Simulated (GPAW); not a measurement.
# MoSe2 (P6_3/mmc) in GPAW: single point with PBE

Aim: the single point of MoSe2 with PBE.

Everything below comes from runs of GPAW 26.7.0. Logs are shortened: lines on timing, memory, paths and dates and some standing lists are left out, and cuts for length are marked. The log counts tension as positive stress, the text compression.

### Step 1. The crystal as given

The structure is hexagonal, space group P6_3/mmc (No. 194). The conventional cell has a = 3.288 Å, b = 3.288 Å, c = 12.900 Å, α = 90.00°, β = 90.00°, γ = 120.00°. Mo (site symmetry -6m2) has 6 Se at 2.49 Å as nearest neighbours. Se (site symmetry 3m) is surrounded by 3 Mo at 2.49 Å.

### Step 2. Single point, PBE

run.py

```python
from ase import Atoms
from ase.dft.bandgap import bandgap
from ase.io import write
from ase.units import GPa
from gpaw import GPAW, PW

atoms = Atoms(['Mo', 'Mo', 'Se', 'Se', 'Se', 'Se'],
              cell=[[3.288, 0.0, 0.0],
                    [-1.644, 2.8474915276, 0.0],
                    [0.0, 0.0, 12.9]],
              scaled_positions=[[0.6666666667, 0.3333333333, 0.75],
                                [0.3333333333, 0.6666666667, 0.25],
                                [0.6666666667, 0.3333333333, 0.375],
                                [0.3333333333, 0.6666666667, 0.875],
                                [0.6666666667, 0.3333333333, 0.125],
                                [0.3333333333, 0.6666666667, 0.625]],
              pbc=True)

calc = GPAW(mode=PW(450),
            xc='PBE',
            kpts={'size': (8, 8, 2), 'gamma': True},
            occupations={'name': 'fermi-dirac', 'width': 0.05},
            nbands=46,
            maxiter=120,
            txt='gpaw.txt')
atoms.calc = calc
energy = atoms.get_potential_energy()
forces = atoms.get_forces()
stress = atoms.get_stress()
calc.write('gs.gpw')
write('result.traj', atoms)
print(f'Energy: {energy:.6f} eV')
print('Forces (eV/A):')
print(forces.round(4))
print('Stress (GPa):', (stress / GPa).round(3))
print('Fermi level:', round(calc.get_fermi_level(), 4), 'eV')
print(f'Gap: {bandgap(calc)[0]:.4f} eV, direct: {bandgap(calc, direct=True)[0]:.4f} eV')
```

Potentials or basis: GPAW PAW data sets (gpaw-data 1.2.1), pw.

On the command line:

```
$ OMP_NUM_THREADS=1 python run.py
```

gpaw.txt:

```text
__  _  _
 | _ |_)|_||  |
 |__||  | ||/\| - 26.7.0

Input parameters:
  mode=PW(ecut=450.00000000000006),
  kpts=MonkhorstPack(size=(8, 8, 2), gamma=True),
  maxiter=120,
  nbands=46,
  occupations=Occupations(name='fermi-dirac', width=0.05),
  xc=XC(name='PBE')

Diagonalizing LCAO Hamiltonian
Converting LCAO to pw mode

        Se

           Mo

        Se

           Se

        Mo

           Se

Atoms  # Å, Bohr magnetons
|   | symbol |         x |        y |         z |    initial magnetic moments |
|---|--------|-----------|----------|-----------|-----------------------------|
| 0 |     Mo |  1.644000 | 0.949164 |  9.675000 | ( 0.0000,  0.0000,  0.0000) |
| 1 |     Mo | -0.000000 | 1.898328 |  3.225000 | ( 0.0000,  0.0000,  0.0000) |
| 2 |     Se |  1.644000 | 0.949164 |  4.837500 | ( 0.0000,  0.0000,  0.0000) |
| 3 |     Se | -0.000000 | 1.898328 | 11.287500 | ( 0.0000,  0.0000,  0.0000) |
| 4 |     Se |  1.644000 | 0.949164 |  1.612500 | ( 0.0000,  0.0000,  0.0000) |
| 5 |     Se | -0.000000 | 1.898328 |  8.062500 | ( 0.0000,  0.0000,  0.0000) |

Unit cell  # Å
| periodic |         x |        y |         z |   lengths |     angles |
|----------|-----------|----------|-----------|-----------|------------|
|      yes |  3.288000 | 0.000000 |  0.000000 |  3.288000 |  90.000000 |
|      yes | -1.644000 | 2.847492 |  0.000000 |  3.288000 |  90.000000 |
|      yes |  0.000000 | 0.000000 | 12.900000 | 12.900000 | 120.000000 |

Number of symmetries: 12
Symmetry operations  # r_c * U_cc + t_c -> r_c
|    | kind |            matrix            |
|----|------|------------------------------|
|  0 |  σ   |  1, 1, 0,  0,-1, 0,  0, 0, 1 |
|  1 |  S6  |  1, 1, 0, -1, 0, 0,  0, 0,-1 |
|  2 |  E   |  1, 0, 0,  0, 1, 0,  0, 0, 1 |
|  3 |  C2  |  1, 0, 0, -1,-1, 0,  0, 0,-1 |
|  4 |  C2  |  0, 1, 0,  1, 0, 0,  0, 0,-1 |
|  5 |  C3  |  0, 1, 0, -1,-1, 0,  0, 0, 1 |
|  6 |  S6  |  0,-1, 0,  1, 1, 0,  0, 0,-1 |
|  7 |  σ   |  0,-1, 0, -1, 0, 0,  0, 0, 1 |
|  8 |  σ   | -1, 0, 0,  1, 1, 0,  0, 0, 1 |
|  9 |  i   | -1, 0, 0,  0,-1, 0,  0, 0,-1 |
| 10 |  C3  | -1,-1, 0,  1, 0, 0,  0, 0, 1 |
| 11 |  C2  | -1,-1, 0,  0, 1, 0,  0, 0,-1 |

BZ-sampling:
  Number of BZ points: 128
  Number of IBZ points: 20

  Monkhorst-Pack size: [8, 8, 2]
  Monkhorst-Pack shift: [0.0625, 0.0625, 0.25]

K-points  # in reciprocal-cell coordinates
|     |                                coordinates |     weight |
|-----|--------------------------------------------|------------|
|   0 | (  0.00000000,   0.00000000,   0.00000000) | 0.00781250 |
|   1 | (  0.00000000,   0.00000000,   0.50000000) | 0.00781250 |
|   2 | (  0.12500000,   0.00000000,   0.00000000) | 0.04687500 |
|   3 | (  0.12500000,   0.00000000,   0.50000000) | 0.04687500 |
|   4 | (  0.25000000,  -0.12500000,   0.00000000) | 0.04687500 |
|   5 | (  0.25000000,  -0.12500000,   0.50000000) | 0.04687500 |
|   6 | (  0.25000000,   0.00000000,   0.00000000) | 0.04687500 |
|   7 | (  0.25000000,   0.00000000,   0.50000000) | 0.04687500 |
|   8 | (  0.37500000,  -0.12500000,   0.00000000) | 0.09375000 |
|   9 | (  0.37500000,  -0.12500000,   0.50000000) | 0.09375000 |
| ... |                                            |            |
|  19 | (  0.50000000,   0.50000000,   0.50000000) | 0.02343750 |

Plane wave coefficients: 2633
Cutoff: 450.00000000000006 eV

Spin-components: 1 (collinear spins)
Bands:           46
Projectors:      32
Spin-degeneracy: 2
Datatype:        complex128

Parallelization:
  kpt:    1
  domain: 1
  band:   1

Density:
  Valence electrons: 52.0
  Components: 1
  Grid points: [18 18 64]
  Charge: 0.0  # |e|

Potential:
  Grid points: [18 18 64]

species:
  Mo:
    name:    Molybdenum
    Z:       42.0
    valence: 14
    core:    28
    charge:  0.0  # [|e|]
    compensation charges:
      type: gauss
      rc: 0.38  # [Å]
      lmax: 2
    cutoffs:
      filter: 2.16  # [Å]
      core: 1.42  # [Å]
    projectors
    | kind |    occ | energy [eV] | rcut [Å] |
    |------|--------|-------------|----------|
    |   4s |  2.000 |     -64.307 |    1.238 |
    |   5s |  1.000 |      -4.084 |    1.238 |
    |   4p |  6.000 |     -38.491 |    1.296 |
    |   5p |  0.000 |      -1.044 |    1.296 |
    |   4d |  5.000 |      -3.754 |    1.296 |
    |    d |        |      23.458 |    1.296 |

    Using partial waves for Mo as LCAO basis

  Se:
    name:    Selenium
    Z:       34.0
    valence: 6
    core:    28
    charge:  0.0  # [|e|]
    compensation charges:
      type: gauss
      rc: 0.27  # [Å]
      lmax: 2
    cutoffs:
      filter: 1.77  # [Å]
      core: 2.67  # [Å]
    projectors
    | kind |    occ | energy [eV] | rcut [Å] |
    |------|--------|-------------|----------|
    |   4s |  2.000 |     -17.277 |    0.847 |
    |   4p |  4.000 |      -6.512 |    1.005 |
    |    s |        |       9.935 |    0.847 |
    |    p |        |      20.699 |    1.005 |
    |    d |        |       0.000 |    0.847 |

    Using partial waves for Se as LCAO basis

Reference energy: -484682.273785  # eV

eigensolver:
  PPCG
  Converge bands: occupied
  niter=2

density mixing:
  MSR1-Mixer
  Pratt-step length: 0.05
  Maximum mixing coefficient: 0.75
  Old densities: 10
  SVD Regularization: 0.005
  Good broyden scale: 1.0
  Trust region scale: 1.0
  Backstep threshold: 4.0
  History deletion threshold: 6.0
  Fourier metric: weight=20.0, sigma=0.015

occupation numbers:
  Fermi-Dirac:
    width: 0.0500  # eV

poisson solver:
  ecut: 3600.0000000000005  # eV

xc functional:
  name: PBE with 2 nearest neighbor stencil

convergence criteria:
- Maximum [total energy] change in last 3 cyles: 0.0005 eV / valence electron
- Maximum integral of absolute [dens]ity change: 0.0001 electrons / valence electron
- Maximum integral of absolute [eigenst]ate change: 4e-08 eV^2 / valence electron
maximum number of iterations: 120

SCF iterations
|iter     | |      energy | eigst |  dens |
|---------|-|-------------|-------|-------|
|iter:   1| |  -42.318519 | +0.42 |       |
|iter:   2| |  -41.779358 | -1.45 | -1.04 |
|iter:   3| |  -40.495823 | -1.38 | -1.10 |
|iter:   4| |  -40.344938 | -2.00 | -1.44 |
|iter:   5| |  -40.353395 | -2.76 | -1.82 |
|iter:   6| |  -40.369308c| -3.02 | -2.02 |
|iter:   7| |  -40.333385 | -3.26 | -2.05 |
|iter:   8| |  -40.333415 | -5.14 | -3.13 |
|iter:   9| |  -40.333422c| -6.07 | -3.54 |
|iter:  10| |  -40.333422c| -7.41c| -4.38c|

Converged in 10 steps
Energy contributions relative to reference atoms: (reference = -484682.273785)

Energy contributions:
  Kinetic:          29.492865
  Coulomb:         -35.612886
  Zero:             -0.785395
  External:          0.000000
  Xc:              -33.428002
  Entropy:          -0.000006
  Spinorbit:         0.000000
  ----------------------------
  Free energy:     -40.333425
  Extrapolated:    -40.333422

dipole moment: (0.000025, 0.000043, 0.000193)  # |e|*Ang

Fermi level: 8.844
Eigenvalues  # (at kpt = [0.000, 0.000, 0.000])
| band index |      eig [eV] | occ [0-2] |
|------------|---------------|-----------|
|          0 |       -52.893 |     2.000 |
|        ... |               |           |
|         18 |         5.536 |     2.000 |
|         19 |         6.592 |     2.000 |
|         20 |         6.592 |     2.000 |
|         21 |         6.631 |     2.000 |
|         22 |         6.631 |     2.000 |
|         23 |         7.365 |     2.000 |
[... 8 lines left out ...]
|         32 |        11.307 |     0.000 |
|         33 |        11.307 |     0.000 |
|        ... |               |           |
|         45 |        20.960 |     0.000 |

Gap: 0.928 eV
Transition (v -> c):
  (s=0, k=0, n=25, [0.00, 0.00, 0.00]) -> (s=0, k=8, n=26, [0.38, -0.12, 0.00])
Direct/indirect transitions are different
Direct gap: 1.621 eV
Transition at: (s=0, k=12, n=25, [0.38, 0.38, 0.00])

Forces  # eV/Ang
|        x |        y |        z |
|----------|----------|----------|
|  0.00000 |  0.00000 | -0.00016 |  # Mo   0
|  0.00000 |  0.00000 |  0.00016 |  # Mo   1
|  0.00000 | -0.00000 |  1.10001 |  # Se   2
| -0.00000 |  0.00000 |  1.09877 |  # Se   3
|  0.00000 |  0.00000 | -1.09877 |  # Se   4
|  0.00000 |  0.00000 | -1.10001 |  # Se   5

Stress tensor  # eV/Ang^3
|         x |         y |         z |
|-----------|-----------|-----------|
| -0.037059 | -0.000000 |  0.000000 |
|  0.000000 | -0.037059 | -0.000000 |
|  0.000000 | -0.000000 | -0.070826 |

# Writing to gs.gpw (mode='')
```

It took 29 s on 1 thread of Intel Xeon 6975P-C (Granite Rapids), shared host; peak memory 0.21 GiB.

What came out:

- Free energy: -40.3334 eV
- Pressure: 7.7 GPa
- Largest force: 1.100 eV/Å
- Band gap on the k mesh: 0.93 eV, indirect (least direct gap 1.62 eV)

Forces in eV/Å, atoms in the order of the input:
```
Mo   0.000  0.000  0.000
Mo   0.000  0.000  0.000
Se   0.000  0.000  1.100
Se   0.000  0.000  1.099
Se   0.000  0.000 -1.099
Se   0.000  0.000 -1.100
```

Stress tensor (GPa, compression positive):
```
 5.94  0.00  0.00
 0.00  5.94  0.00
 0.00  0.00 11.35
```

Caveat: the cutoff is short for stress and forces, so pressures can be off by a GPa or more; the cell's inner coordinates are idealised or old, which leaves forces on the atoms; this functional lacks dispersion, which binds the layers, so the pressure and a relaxed spacing across them are unreliable.
